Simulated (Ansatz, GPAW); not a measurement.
# Work function of B/W(110) at several levels

Aim: the work function of both faces of B/W(110), and its spread over functionals and bases.

Method: Ansatz plane waves; slab in vacuum with a dipole correction, relaxation, in the first sound run; inputs show where later runs differ, in GPAW 26.7.0 and Ansatz 0.2.0.

**1. The starting structure**

The cell holds 5 atoms: 4 W and 1 B. Cell: a = 2.737 Å, b = 2.737 Å, c = 22.748 Å, α = 90.0°, β = 90.0°, γ = 70.5°. Vacuum lies along c.

**2. Relaxing the atoms**

Forces are removed first; all later runs use this geometry. The lowest 2 atoms are held at bulk positions and keep their forces.

Contents of input.yaml:

```yaml
crystal:
  lattice:
    - [2.2344574285, -1.58, 0.0]
    - [2.2344574285, 1.58, 0.0]
    - [0.0, 0.0, 22.7477059179]
  atoms:
    - { symbol: W, position: [0.0, 0.0, 0.3077233381] }
    - { symbol: W, position: [0.5, 0.5, 0.4059511523] }
    - { symbol: W, position: [0.0, 0.0, 0.5041789664] }
    - { symbol: W, position: [0.5, 0.5, 0.6024067805] }
    - { symbol: B, position: [0.0, 0.5, 0.6922766619] }
kpoints:
  mp_grid: { grid: [12, 12, 1] }
hamiltonian:
  xc: pbe
scf:
  occupations: { method: fermi_dirac, width: 0.1 }
efield:
  axis: 3
  dipole_correction: true
  ramp_width: 0.05
relax:
  f_tol: 0.02
  max_steps: 60
  constraints: [{ sites: [0, 1] }]
output:
  write_potential: true
  write_density: true
  volumetric_format: npy
```

Launch:

```console
ansatz run input.yaml --threads 2 --pin off --max-ram 4096MiB --backend cpu --events-out ev --progress --plain --runs-dir out
```

Numbers of over 12 decimals in the logs are rounded to 6 here.

The program printed:

```text
Engine: ansatz 0.2.0, x86_64-unknown-linux-gnu
Pseudopotentials: kind: paw
Pseudopotential: W, paw, valence charge 14, recommended cutoff 420 eV (normal), W.paw.azcp
Pseudopotential: B, paw, valence charge 3, recommended cutoff 420 eV (normal), B.paw.azcp
Functional definition: PBE
  parameter kappa = 0.804
  parameter beta = 0.066725
  exchange = pbe_x(kappa = kappa, mu = beta*pi^2/3)
  correlation = pbe_c(beta = beta)
Crystal: 5 atoms, lattice volume = 160.619 Å³
Basis set: ecut = 420 eV, 3199 PW (Γ), exchange–correlation on 40×40×320 points (8 copies of the dense FFT grid, shifted against one another)
Bands: 36, of which v1, the nominal top of the filled ones, is band 30 counted from 1 (29 counted from 0)
Symmetry: 2 space group operations
Space group: P2 (ITA 3), of the structure as read, at distance tolerance 5.4e-5 Å
k-points: 74 of 144
Non-local potential: W, projectors of the file, l = 0: 3, l = 1: 2, l = 2: 2, l = 3: 1
Non-local potential: B, projectors of the file, l = 0: 2, l = 1: 2, l = 2: 1
PAW form: soft (Blöchl's): semilocal exchange-correlation on the pseudo side does not see the compensation charge
PAW one-centre angular grid: W, 590 points (default); XC on 64 Gauss nodes
PAW one-centre angular grid: B, 110 points (default); XC on 64 Gauss nodes
Initial density: superposition of atomic densities (neutral atoms: chi_scale 0, normalization atom), corrected by the library's trained network
Initial wavefunctions: pseudopotential atomic-orbital guess
Functional: x = pbe(κ = 0.804, μ = 0.219515), c = pbe(β = 0.066725)
SCF iter   1: F=—  HF=-41690.502939 eV  |F-HF|=—  |Δ(HF+E_count)|=         —  Δρ=8.83e-3  dr2=1.40e0  ethr=1.77e-3  p=-0.013 e·Å  D=-1.49e-2 V/Å  ΔV_dip=0.34 eV  dr2_dipole=9.70e-1  V_vac-E_F(+/−)=5.39/5.05 eV  ⟨swp⟩=7.9  Hψ=12882  notcnv=0
efield: sawtooth ramp at fractional position 0.9750 (placed from the atoms, in the widest stretch of the axis that holds none; the zero of the levels goes with the place), width 0.0500; the density the first Hamiltonian is built on has a dipole p = -0.013 e·Å; the dipole correction subtracts the counter field D = -1.49e-2 V/Å, which shifts the + side's vacuum level by +0.34 eV against the − side's; the planar-averaged density in the ramp window peaks in size at 4.4e-5 e/Å³
preconditioner: auto → LDOS  [metal: Δε(μ)=0.027 eV  Ē_g=4.856 eV  σ=0.100 eV  W_gap=0.07  n_scr=16 (ndim 8)  ℏωp=15.2 eV  f_vac=0.460  D(μ)=3.43/eV (n_scr^D=14)  β→1.0]
SCF iter   2: F=—  HF=-41690.453131 eV  |F-HF|=—  |Δ(HF+E_count)|=   4.98e-2  Δρ=3.81e-3  dr2=1.72e-1  ethr=1.77e-3  p=-0.029 e·Å  D=-3.31e-2 V/Å  ΔV_dip=0.75 eV  dr2_dipole=8.48e-3  V_vac-E_F(+/−)=5.64/4.89 eV  ⟨swp⟩=2.0  Hψ=3496  notcnv=0
SCF iter   3: F=—  HF=-41690.445366 eV  |F-HF|=—  |Δ(HF+E_count)|=   7.76e-3  Δρ=1.33e-3  dr2=1.84e-2  ethr=2.91e-4  p=-0.032 e·Å  D=-3.60e-2 V/Å  ΔV_dip=0.82 eV  dr2_dipole=5.23e-3  V_vac-E_F(+/−)=5.70/4.88 eV  ⟨swp⟩=2.1  Hψ=3657  notcnv=0
SCF iter   4: F=—  HF=-41690.444219 eV  |F-HF|=—  |Δ(HF+E_count)|=   1.15e-3  Δρ=3.74e-4  dr2=1.06e-3  ethr=3.11e-5  p=-0.033 e·Å  D=-3.72e-2 V/Å  ΔV_dip=0.85 eV  dr2_dipole=3.67e-4  V_vac-E_F(+/−)=5.73/4.89 eV  ⟨swp⟩=2.0  Hψ=3506  notcnv=0
SCF iter   5: F=—  HF=-41690.444067 eV  |F-HF|=—  |Δ(HF+E_count)|=   1.52e-4  Δρ=1.14e-4  dr2=1.95e-4  ethr=1.80e-6  p=-0.034 e·Å  D=-3.81e-2 V/Å  ΔV_dip=0.87 eV  dr2_dipole=6.87e-5  V_vac-E_F(+/−)=5.75/4.88 eV  ⟨swp⟩=2.4  Hψ=3964  notcnv=0
SCF iter   6: F=—  HF=-41690.444059 eV  |F-HF|=—  |Δ(HF+E_count)|=   7.73e-6  Δρ=3.35e-5  dr2=1.22e-5  ethr=3.31e-7  p=-0.034 e·Å  D=-3.86e-2 V/Å  ΔV_dip=0.88 eV  dr2_dipole=3.74e-6  V_vac-E_F(+/−)=5.76/4.88 eV  ⟨swp⟩=2.0  Hψ=3467  notcnv=0
SCF iter   7: F=-41690.444058 eV  HF=-41690.444059 eV  |F-HF|=4.10e-7  |Δ(HF+E_count)|=   5.83e-7  Δρ=1.44e-5  dr2=1.14e-6  ethr=1.69e-8  p=-0.035 e·Å  D=-3.89e-2 V/Å  ΔV_dip=0.88 eV  dr2_dipole=7.03e-10  V_vac-E_F(+/−)=5.77/4.88 eV  ⟨swp⟩=14.3  Hψ=25831  notcnv=0
SCF 1 converged in 7 iterations: F = -41690.444058 eV  dr2 = 1.14e-6
  greatest PAW one-centre occupation: 1.000 electrons in one spin orbital (limit 2), on the W atom at site 0 (counted from 0), in its partial waves of l = 0
relax step   1: F+E_penalty+E_count = -41690.44405820 eV  Δ(F+E_penalty+E_count) = +0.000e0 eV  max|allowed force component| = 1.756e0 eV/Å  Δτ_max = 0.0000 Å  (7 SCF iters, dr2 threshold 1.00e-5 eV, accepted)
Initial density: handed on by an earlier stage of this run
Initial wavefunctions: those handed on with the density
SCF iter   1: F=—  HF=-41690.899165 eV  |F-HF|=—  |Δ(HF+E_count)|=         —  Δρ=1.46e-2  dr2=2.20e0  ethr=3.10e-3  p=-0.035 e·Å  D=-3.89e-2 V/Å  ΔV_dip=0.88 eV  dr2_dipole=5.60e-1  V_vac-E_F(+/−)=5.82/4.93 eV  ⟨swp⟩=6.0  Hψ=8292  notcnv=0
efield: sawtooth ramp at fractional position 0.9750 (handed on by an earlier solve), width 0.0500; the density the first Hamiltonian is built on has a dipole p = -0.035 e·Å; the dipole correction subtracts the counter field D = -3.89e-2 V/Å, which shifts the + side's vacuum level by +0.88 eV against the − side's; the planar-averaged density in the ramp window peaks in size at 4.5e-6 e/Å³
preconditioner: auto → LDOS  [metal: Δε(μ)=0.016 eV  Ē_g=4.914 eV  σ=0.100 eV  W_gap=0.04  n_scr=16 (ndim 8)  ℏωp=15.2 eV  f_vac=0.468  D(μ)=3.89/eV (n_scr^D=14)  β→1.0]
SCF iter   2: F=—  HF=-41690.816150 eV  |F-HF|=—  |Δ(HF+E_count)|=   8.30e-2  Δρ=9.24e-3  dr2=5.72e-1  ethr=3.10e-3  p=-0.021 e·Å  D=-2.35e-2 V/Å  ΔV_dip=0.54 eV  dr2_dipole=1.06e-1  V_vac-E_F(+/−)=5.40/4.87 eV  ⟨swp⟩=2.1  Hψ=4666  notcnv=0
SCF iter   3: F=—  HF=-41690.759620 eV  |F-HF|=—  |Δ(HF+E_count)|=   5.65e-2  Δρ=2.47e-3  dr2=5.01e-2  ethr=9.70e-4  p=-0.020 e·Å  D=-2.27e-2 V/Å  ΔV_dip=0.52 eV  dr2_dipole=9.62e-3  V_vac-E_F(+/−)=5.43/4.91 eV  ⟨swp⟩=2.4  Hψ=4623  notcnv=0
SCF iter   4: F=—  HF=-41690.751797 eV  |F-HF|=—  |Δ(HF+E_count)|=   7.82e-3  Δρ=7.50e-4  dr2=5.32e-3  ethr=8.49e-5  p=-0.016 e·Å  D=-1.82e-2 V/Å  ΔV_dip=0.41 eV  dr2_dipole=6.96e-4  V_vac-E_F(+/−)=5.32/4.91 eV  ⟨swp⟩=3.2  Hψ=4903  notcnv=0
SCF iter   5: F=—  HF=-41690.751548 eV  |F-HF|=—  |Δ(HF+E_count)|=   2.50e-4  Δρ=3.77e-4  dr2=8.90e-4  ethr=9.02e-6  p=-0.013 e·Å  D=-1.45e-2 V/Å  ΔV_dip=0.33 eV  dr2_dipole=1.30e-4  V_vac-E_F(+/−)=5.23/4.90 eV  ⟨swp⟩=2.2  Hψ=3860  notcnv=0
SCF iter   6: F=—  HF=-41690.751488 eV  |F-HF|=—  |Δ(HF+E_count)|=   5.92e-5  Δρ=2.19e-4  dr2=3.52e-4  ethr=1.51e-6  p=-0.011 e·Å  D=-1.21e-2 V/Å  ΔV_dip=0.28 eV  dr2_dipole=5.69e-5  V_vac-E_F(+/−)=5.18/4.90 eV  ⟨swp⟩=2.3  Hψ=4313  notcnv=0
[...]
SCF iter   6: F=—  HF=-41690.751214 eV  |F-HF|=—  |Δ(HF+E_count)|=   7.04e-6  Δρ=6.50e-5  dr2=1.66e-5  ethr=2.33e-7  p=-0.006 e·Å  D=-6.95e-3 V/Å  ΔV_dip=0.16 eV  dr2_dipole=3.29e-6  V_vac-E_F(+/−)=5.07/4.91 eV  ⟨swp⟩=2.5  Hψ=4345  notcnv=0
SCF iter   7: F=—  HF=-41690.751215 eV  |F-HF|=—  |Δ(HF+E_count)|=   1.27e-6  Δρ=3.52e-5  dr2=9.14e-6  ethr=1.42e-8  p=-0.006 e·Å  D=-7.22e-3 V/Å  ΔV_dip=0.16 eV  dr2_dipole=2.19e-6  V_vac-E_F(+/−)=5.08/4.91 eV  ⟨swp⟩=14.0  Hψ=25891  notcnv=0
SCF iter   8: F=-41690.751214 eV  HF=-41690.751215 eV  |F-HF|=3.10e-7  |Δ(HF+E_count)|=   6.83e-7  Δρ=1.16e-5  dr2=4.93e-7  ethr=1.42e-8  p=-0.006 e·Å  D=-7.29e-3 V/Å  ΔV_dip=0.17 eV  dr2_dipole=4.21e-8  V_vac-E_F(+/−)=5.08/4.91 eV  ⟨swp⟩=13.0  Hψ=23986  notcnv=0
SCF 3 converged in 8 iterations: F = -41690.751214 eV  dr2 = 4.93e-7
relax step   3: F+E_penalty+E_count = -41690.75121432 eV  Δ(F+E_penalty+E_count) = +1.785e-4 eV  max|allowed force component| = 3.052e-1 eV/Å  Δτ_max = 0.1986 Å  (8 SCF iters, dr2 threshold 8.35e-6 eV, rejected (line search))
[...]
relax step   4: F+E_penalty+E_count = -41690.75146771 eV  Δ(F+E_penalty+E_count) = -7.492e-5 eV  max|allowed force component| = 3.702e-1 eV/Å  Δτ_max = 0.0000 Å  (9 SCF iters, accepted)
[...]
relax step   5: F+E_penalty+E_count = -41690.75257651 eV  Δ(F+E_penalty+E_count) = -1.109e-3 eV  max|allowed force component| = 3.009e-1 eV/Å  Δτ_max = 0.1949 Å  (8 SCF iters, dr2 threshold 8.56e-6 eV, accepted)
[...]
relax step   6: F+E_penalty+E_count = -41690.77117912 eV  Δ(F+E_penalty+E_count) = -1.860e-2 eV  max|allowed force component| = 2.188e-2 eV/Å  Δτ_max = 0.0914 Å  (5 SCF iters, dr2 threshold 5.98e-5 eV, accepted)
[...]
relax step   7: F+E_penalty+E_count = -41690.77121354 eV  Δ(F+E_penalty+E_count) = -3.441e-5 eV  max|allowed force component| = 2.126e-2 eV/Å  Δτ_max = 0.0000 Å  (5 SCF iters, accepted)
SCF iter   1: F=—  HF=-41690.771849 eV  |F-HF|=—  |Δ(HF+E_count)|=         —  Δρ=1.02e-3  dr2=8.67e-3  ethr=1.72e-4  p=-0.009 e·Å  D=-9.96e-3 V/Å  ΔV_dip=0.23 eV  dr2_dipole=2.29e-3  V_vac-E_F(+/−)=5.13/4.91 eV  ⟨swp⟩=2.1  Hψ=5012  notcnv=0
efield: sawtooth ramp at fractional position 0.9750 (handed on by an earlier solve), width 0.0500; the density the first Hamiltonian is built on has a dipole p = -0.009 e·Å; the dipole correction subtracts the counter field D = -9.96e-3 V/Å, which shifts the + side's vacuum level by +0.23 eV against the − side's; the planar-averaged density in the ramp window peaks in size at 4.5e-6 e/Å³
preconditioner: auto → LDOS  [metal: Δε(μ)=0.028 eV  Ē_g=4.942 eV  σ=0.100 eV  W_gap=0.07  n_scr=16 (ndim 8)  ℏωp=15.2 eV  f_vac=0.474  D(μ)=3.77/eV (n_scr^D=14)  β→1.0]
SCF iter   2: F=—  HF=-41690.771410 eV  |F-HF|=—  |Δ(HF+E_count)|=   4.39e-4  Δρ=3.05e-4  dr2=5.40e-4  ethr=1.47e-5  p=-0.009 e·Å  D=-1.07e-2 V/Å  ΔV_dip=0.24 eV  dr2_dipole=9.56e-5  V_vac-E_F(+/−)=5.15/4.91 eV  ⟨swp⟩=1.8  Hψ=3680  notcnv=0
SCF iter   3: F=—  HF=-41690.771395 eV  |F-HF|=—  |Δ(HF+E_count)|=   1.51e-5  Δρ=2.41e-4  dr2=2.56e-4  ethr=9.15e-7  p=-0.009 e·Å  D=-1.06e-2 V/Å  ΔV_dip=0.24 eV  dr2_dipole=4.29e-6  V_vac-E_F(+/−)=5.15/4.91 eV  ⟨swp⟩=2.9  Hψ=5224  notcnv=0
SCF iter   4: F=—  HF=-41690.771341 eV  |F-HF|=—  |Δ(HF+E_count)|=   5.39e-5  Δρ=5.31e-5  dr2=2.51e-5  ethr=4.33e-7  p=-0.010 e·Å  D=-1.07e-2 V/Å  ΔV_dip=0.24 eV  dr2_dipole=7.12e-6  V_vac-E_F(+/−)=5.15/4.91 eV  ⟨swp⟩=2.7  Hψ=4736  notcnv=0
SCF iter   5: F=—  HF=-41690.771315 eV  |F-HF|=—  |Δ(HF+E_count)|=   2.57e-5  Δρ=1.53e-5  dr2=2.47e-6  ethr=4.26e-8  p=-0.010 e·Å  D=-1.07e-2 V/Å  ΔV_dip=0.24 eV  dr2_dipole=1.41e-6  V_vac-E_F(+/−)=5.15/4.91 eV  ⟨swp⟩=2.1  Hψ=3594  notcnv=0
SCF iter   6: F=—  HF=-41690.771315 eV  |F-HF|=—  |Δ(HF+E_count)|=   1.84e-7  Δρ=5.31e-6  dr2=1.56e-7  ethr=4.19e-9  p=-0.010 e·Å  D=-1.08e-2 V/Å  ΔV_dip=0.24 eV  dr2_dipole=9.08e-8  V_vac-E_F(+/−)=5.15/4.91 eV  ⟨swp⟩=2.0  Hψ=3611  notcnv=0
SCF iter   7: F=-41690.771315 eV  HF=-41690.771315 eV  |F-HF|=1.41e-8  |Δ(HF+E_count)|=   3.53e-8  Δρ=1.51e-6  dr2=1.58e-8  ethr=1.69e-10  p=-0.010 e·Å  D=-1.08e-2 V/Å  ΔV_dip=0.25 eV  dr2_dipole=6.39e-9  V_vac-E_F(+/−)=5.15/4.91 eV  ⟨swp⟩=11.9  Hψ=21892  notcnv=0
SCF 8 converged in 7 iterations: F = -41690.771315 eV  dr2 = 1.58e-8
relax step   8: F+E_penalty+E_count = -41690.77131526 eV  Δ(F+E_penalty+E_count) = -1.017e-4 eV  max|allowed force component| = 1.320e-2 eV/Å  Δτ_max = 0.0171 Å  (7 SCF iters, accepted)
NSCF: frozen V_eff on 74 k-points
the band table was solved once a step of the walk had ended and its energy, with any forces and stress, was formed, with the checks that follow a solve (13741 applications of the Hamiltonian). They found nothing against the state; the energy, forces and stress were not computed again (output.eigenvalues in the input reference)
WARN: The output density's exchange-correlation potential varies sharply where the density is thin. Do not read a vacuum level from v_tot or v_xc, or from such a field of the output density. On a cell that repeats whose density bears no net charge and no dipole along the vacuum's axis use v_es (v_loc + v_h of the components); under efield.dipole_correction with no amplitude use v_es + v_field, which holds any externa [...]
SCF converged after 7 iterations
Free energy (F): -41690.771315 eV
Harris-Foulkes:  -41690.771315 eV  (|F-HF|=1.41e-8)
Internal energy: -41690.648523 eV  (E = F + TS)
E sigma→0 (E₀):  -41690.709919 eV
Entropy (-TS):   -0.122792 eV (-24.558 meV/atom)
Fermi energy:    6.653550 eV
Dipole field:    D = -0.010898 V/Å  (p = -0.009674 e·Å, saw-weighted, corrected)
Work function:   Φ+ = 5.1533 eV   Φ− = 4.9054 eV
Levels:          The Fermi level and band energies are counted from a zero that moves with the ramp; work functions are not
--- Per-component energies (eV) ---
  E_band       = -1207.161086
  E_kinetic    = 1835.546936
  E_local      = -60274.861707  (includes V_loc(G=0)·N_el)
  E_nonlocal   = 17.257872
  E_hartree    = 29351.758969
  E_xc         = -1094.193076
  E_vxc        = -985.757269  (∫ρ·V_xc dr)
  E_paw        = -34328.414022  (= ΣΔE_a)
  E_vpaw       = -502.410222  (= ΣTr[D̂ρ^β])
  E_aug_tail   = -0.000236  (compensation charges beyond the density's cutoff)
  E_efield     = 0.000053  (sawtooth field / dipole correction)
  E_vefield    = -0.476790  (∫n·V_field dr)
  E_ewald      = 22802.256688
  E_smearing   = -0.122792  (= −TS)
  E_closure    = 0.000000  (closes the sum)
  Σ components = -41690.771315   (vs F -41690.771315, Δ=0.00e0)
--- Forces (eV/Å), atoms counted from 1 ---
  atom   1  W      0.00000000     0.00000000     0.36287553
  atom   2  W      0.00000000     0.00000000    -0.34286187
  atom   3  W      0.00000000     0.00000000     0.00473884
  atom   4  W      0.00000000     0.00000000    -0.01149181
  atom   5  B      0.00000000     0.00000000    -0.01320178
  max |Σ_I F_I| component: 5.89e-5 eV/Å
--- Band table (eV; the first three rows and the last of 74) ---
  k-point 0: bands = [... 26 lower, 5.2707, 5.4713, 6.0097, 6.3415, 7.0353, 7.1769, 8.0686, 8.2851, ... 2 higher]
  k-point 1: bands = [... 26 lower, 5.1513, 5.5100, 5.9802, 6.3709, 6.6900, 7.3061, 7.8672, 8.1645, ... 2 higher]
  k-point 2: bands = [... 26 lower, 4.9233, 5.4824, 5.6722, 6.4254, 6.7151, 7.4065, 7.8253, 8.0840, ... 2 higher]
  k-point 73: bands = [... 26 lower, 5.5345, 6.9240, 7.3761, 7.6457, 7.7971, 8.3661, 8.4573, 9.9998, ... 2 higher]
--- Relaxed structure (8 steps of the walk, 7 accepted, 0 SCFs on fresh bases) ---
  F+E_penalty+E_count = -41690.77131526 eV   max|allowed force component| = 1.320e-2 eV/Å
  atoms:
    - { symbol: W, position: [0.0, 0.0, 0.307723] }
    - { symbol: W, position: [0.500000, 0.500000, 0.405951] }
    - { symbol: W, position: [0.0, 0.0, 0.505577] }
    - { symbol: W, position: [0.500000, 0.500000, 0.604794] }
    - { symbol: B, position: [0.0, 0.500000, 0.679913] }
```

Run time: 2.6 min. Hardware: 2 threads of Intel Xeon Platinum 8375C at 2.90GHz (Ice Lake), shared host; peak memory 0.63 GiB; 5.1 min of CPU time.

The steps of the relaxation:

```tsv
step	energy less that of the first step (eV)	largest force component (eV/Å)
1	0.0000	1.7565
2	-0.3073	0.3655
3	-0.3072	0.3052
4	-0.3074	0.3702
5	-0.3085	0.3009
6	-0.3271	0.0219
7	-0.3272	0.0213
8	-0.3273	0.0132
```

Relaxation step 3 was tried and not accepted.

The run keeps the 2 symmetry operations that it works with, so distortions that break them were not tested.

The atoms that moved most (Å):

```tsv
atom	dx	dy	dz	length
B5	0.000	0.000	-0.281	0.281
W4	0.000	0.000	0.054	0.054
W3	0.000	0.000	0.032	0.032
```

The relaxed structure:

```cif
data_structure
_symmetry_space_group_name_H-M 'P 1'
_symmetry_Int_Tables_number 1
_cell_length_a 2.7366
_cell_length_b 2.7366
_cell_length_c 22.7477
_cell_angle_alpha 90.000
_cell_angle_beta 90.000
_cell_angle_gamma 70.529
_cell_volume 160.62
loop_
_atom_site_label
_atom_site_type_symbol
_atom_site_fract_x
_atom_site_fract_y
_atom_site_fract_z
_atom_site_occupancy
W1 W 0.00000 0.00000 0.30772 1
W2 W 0.50000 0.50000 0.40595 1
W3 W 0.00000 0.00000 0.50558 1
W4 W 0.50000 0.50000 0.60479 1
B5 B 0.00000 0.50000 0.67991 1
```

This step gave:

* free energy: -41690.7713 eV
* smearing term TS: 0.1228 eV
* symmetry operations: 2
* upper work function: 5.153 eV
* lower work function: 4.905 eV
* dipole along the normal: -0.009674 e·Å
* dipole field: -0.01090 V/Å
* vacuum level above: 11.81 eV
* vacuum level below: 11.56 eV

The electrostatic potential energy of an electron (with the applied field's), less the Fermi level, planar mean oscillates, so the rows of the table below give means over windows of 2.27 Å about each position, cut where the curve ends. Its maxima inside the range that stand out by 2 % of the span (Å: eV): 8.1: -2.74, 10.4: -2.57, 12.7: -2.56, 14.8: -3.54. Its minima: 7.0: -21.9, 9.2: -22.4, 11.5: -22.2, 13.8: -22.4, 15.5: -8.70.

The electrostatic potential energy of an electron (with the applied field's), less the Fermi level, planar mean by z; means over each step:

```tsv
z (Å)	electrostatic potential energy of an electron (with the applied field's), less the Fermi level, planar mean (eV)
1.14	4.92
3.41	4.87
5.68	-2.07
7.95	-12.7
10.22	-12.5
12.49	-12.5
14.76	-10.6
17.03	3.67
19.30	5.15
21.57	5.14
```

Valence density, planar mean against z:

```tsv
z (Å)	valence density, planar mean (e/Å³)
3.0	1.5e-4
3.5	5.1e-4
4.0	0.00172
4.5	0.00587
5.0	0.0194
5.5	0.0614
6.0	0.206
6.5	0.942
7.0	1.49
7.5	0.954
8.0	0.369
8.5	0.559
9.0	1.38
9.5	1.35
10.0	0.518
10.5	0.354
11.0	0.955
11.5	1.49
12.0	0.958
12.5	0.358
13.0	0.534
13.5	1.36
14.0	1.37
14.5	0.555
15.0	0.358
15.5	0.285
16.0	0.186
16.5	0.0672
17.0	0.0186
17.5	0.00468
18.0	0.00122
18.5	3.2e-4
19.0	8.5e-5
```

The relaxation lowered the energy of the cell by 0.327 eV.

[end of part 1 of 2]

[Logs are printed without paths, hosts, clocks, repeated set-up lines and the standing remarks that a program may print on its own settings, such as how far it seeks lower states.]

[Hosts, paths, dates, database ids (printed as entryN), source tags and the programs' standing remarks are cut or masked in the printed files.]
